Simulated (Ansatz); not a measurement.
## Structure relaxation of BN

The calculation used DFT PBE, scalar-relativistic, plane waves, PAW in Ansatz. Cutoff 420 eV, Γ-centred k mesh, Gaussian smearing, no spin polarisation in the final step.

The start is a random cell of BN with space group Pmn2_1 (No. 31), drawn with lower limits on the distances.

```
B N
1.0
     5.25921    0.00000    0.00000
     0.00000    4.71573    0.00000
     0.00000    0.00000    3.36368
B N
4 4
Cartesian
  2.6296 1.0340 1.6792
  0.0000 3.6817 3.3611
  2.6296 0.0000 1.1367
  0.0000 0.0000 2.8185
  0.0000 1.1789 0.6719
  2.6296 3.5368 2.3537
  2.6296 2.0912 0.4205
  0.0000 2.6245 2.1023
```

Cell and atoms relax at zero pressure; the relaxation can't lower the symmetry of the start. After a coarse first stage the cell is made exact in the group found at 0.06 Å.

The zero of energy is the elements' standard structures at the same level (N₂ as a molecule); no fitted shifts are applied.

(1) Which crystal results?

(2) What are its volume, energy, density and gap?

Answers

(1) It ends in Cmcm (No. 63). Conventional cell: a = 2.623 Å, b = 7.701 Å, c = 7.607 Å. Around B lie 2 N at 1.31 Å; N is coordinated by 2 B at 1.31 Å.

```
B N
1.0
     1.31162   -3.85057    0.00000
     1.31162    3.85057    0.00000
     0.00000    0.00000    7.60661
B N
2 2
Cartesian
  1.3116 -2.0111 5.7050
  1.3116 2.0111 1.9017
  1.3116 -1.8378 1.9017
  1.3116 1.8378 5.7050
```

(2) The volume per atom is 19.2 Å³. The density is 1.1 g/cm³, the energy over the elements is -0.444 eV/atom and the gap on the 10×10×4 mesh is 3.86 eV.

The final run used a 10×10×4 mesh on its 4-atom cell and 0.02 eV smearing. Weakly bound directions are ill-defined at this level, which has no dispersion term. Symmetry constrained the relaxation, so the result can be a saddle point.

This form isn't the usual stable structure of the compound.

Cost: 3 runs of about 6.9 core-minutes in all, on Arm Neoverse V1 (shared hosts).